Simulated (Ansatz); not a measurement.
# Te: response to strain

Aim: deform Te (equal xy, yz and zx engineering shear strains of +3 %) and compute stress, forces and field gradients with LAPW, PAW and all-electron datasets made for the crystal.

Computed with Ansatz 0.2.0 (DFT PBE, scalar-relativistic, unless a step's input says otherwise).

## (1) Starting point

It takes space group P3_121 (No. 152, trigonal). The conventional cell has a = 4.458 Å, b = 4.458 Å, c = 5.925 Å, α = 90.00°, β = 90.00°, γ = 120.00°. Te (site symmetry 2) has 2 Te at 2.79 Å as nearest neighbours.

As a file:

```cif
data_structure
_symmetry_space_group_name_H-M 'P3_121'
_symmetry_Int_Tables_number 152
_cell_length_a 4.4580
_cell_length_b 4.4580
_cell_length_c 5.9250
_cell_angle_alpha 90.000
_cell_angle_beta 90.000
_cell_angle_gamma 120.000
_cell_volume 101.98
loop_
_atom_site_label
_atom_site_type_symbol
_atom_site_symmetry_multiplicity
_atom_site_Wyckoff_symbol
_atom_site_fract_x
_atom_site_fract_y
_atom_site_fract_z
_atom_site_occupancy
Te1 Te 3 a 0.74500 0.00000 0.33333 1
```

The file gives the conventional cell by its symmetry; the runs use the cell typed in the input.

Atoms are numbered in the order of the input: Te1, Te2, Te3.

## (2) After the deformation

Space group P3_121 before, P1 after.

## (3) Full-potential LAPW

Contents of input.yaml:

```yaml
crystal:
  lattice:
    - [4.4579994587, 0.0668699919, 0.0668699919]
    - [-2.1710886177, 3.8273057854, 0.0244761158]
    - [0.088875, 0.088875, 5.925]
  atoms:
    - { symbol: Te, position: [0.745, 0.0, 0.3333333333] }
    - { symbol: Te, position: [0.0, 0.745, 0.6666666667] }
    - { symbol: Te, position: [0.255, 0.255, 0.0] }
kpoints:
  mp_grid: { grid: [9, 9, 6] }
  band_path:
    path:
      - [0.0, 0.0, 0.0]
      - [0.0, -0.5, 0.0]
      - [0.0, 0.0, 0.5]
      - [0.0, 0.0, 0.0]
      - [-0.5, 0.0, 0.0]
      - [-0.5, 0.5, -0.5]
      - [0.0, 0.0, 0.0]
      - [-0.5, 0.0, -0.5]
      - [-0.5, 0.5, 0.0]
    npoints: 5
scf:
  occupations: { method: fermi_dirac, width: 0.08 }
hamiltonian:
  xc: pbe
  pseudopotentials: { kind: all_electron, lapw: { basis_error: 0.0005 } }
output:
  forces: true
  stress: true
  eigenvalues: true
```

Command:

```sh
> ansatz run input.yaml --threads 1 --pin off --max-ram 4096MiB --backend cpu --events-out ev --progress --plain --runs-dir out
```

## (4) PAW on the default files

Contents of input.yaml:

```yaml
crystal:
  lattice:
    - [4.4579994587, 0.0668699919, 0.0668699919]
    - [-2.1710886177, 3.8273057854, 0.0244761158]
    - [0.088875, 0.088875, 5.925]
  atoms:
    - { symbol: Te, position: [0.745, 0.0, 0.3333333333] }
    - { symbol: Te, position: [0.0, 0.745, 0.6666666667] }
    - { symbol: Te, position: [0.255, 0.255, 0.0] }
kpoints:
  mp_grid: { grid: [9, 9, 6] }
scf:
  occupations: { method: fermi_dirac, width: 0.08 }
hamiltonian:
  xc: pbe
  pseudopotentials: { kind: paw }
output:
  forces: true
  stress: true
  eigenvalues: true
  efg: { contact_densities: true }
```

## (5) Datasets made for this crystal

input.yaml, as its differences from that of step 4:

```diff
@@ -15,3 +15,3 @@
   xc: pbe
-  pseudopotentials: { kind: paw }
+  pseudopotentials: { kind: all_electron, datasets: crystal }
 output:
```

(Steps that only read results are left out.)

Q: Predict the outcome of this session. Wanted: pressure; largest shear or deviatoric stress.

**Answer**, as computed:

| quantity | value |
| --- | --- |
| pressure | LAPW 3.25, PAW 3.25, crystal datasets 3.25 GPa |
| largest shear or deviatoric stress (LAPW) | 1.56 GPa |

In words: The largest part of the stress beyond the pressure is 1.56 GPa in size, in the yz component; the atoms are carried along and not relaxed. No run of the undeformed cell stands beside it, so the pressure holds what the given cell had before the change. PAW: stress within 0.01 GPa of LAPW, forces within 4 meV/Å. Crystal datasets: stress within 0.01 GPa of LAPW, forces within 1 meV/Å. Spin-orbit coupling is left out, though the cell holds Te; in elements this heavy it can shift bands and gaps by tenths of an eV.
